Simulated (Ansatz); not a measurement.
## Re: changing the functional

The structure is hexagonal, space group P6_3/mmc (No. 194). Conventional cell: a = 2.761 Å, b = 2.761 Å, c = 4.458 Å, α = 90.00°, β = 90.00°, γ = 120.00°. Re (site symmetry -6m2) has 12 Re at 2.74 to 2.76 Å as nearest neighbours.

Kept alike: task equation of state; k mesh 11 × 11 × 6; occupations fermi-dirac, width 0.05 eV; no spin polarisation. Program: Ansatz, Ansatz PAW. Cutoffs run from 420 to 500 eV. The mesh is that of the run's cell of 2 atoms. No spin-orbit coupling.

| run | volume (Å³/atom) | bulk modulus (GPa) |
| --- | --- | --- |
| A | 14.328 | 403.1 |
| B | 14.699 | 386.2 |
| C | 14.951 | 363.2 |

For a metal such a mesh leaves the last digits unconverged. Volume and modulus come from cells scaled at fixed shape and fractions; off cubic symmetry such a modulus can lie above the relaxed one. All rows use potentials made for PBE.

The runs differ in the functional (and the cutoff that goes with it) alone: LDA; PBE; r2SCAN. Which run is which?

Run A is LDA; run B is r2SCAN; run C is PBE. The volume runs from 14.328 (LDA) to 14.951 Å³/atom (PBE). From PBE: LDA -0.623; r2SCAN -0.252. The bulk modulus runs from 363.2 (PBE) to 403.1 GPa (LDA). From PBE: LDA +39.9; r2SCAN +23.0.
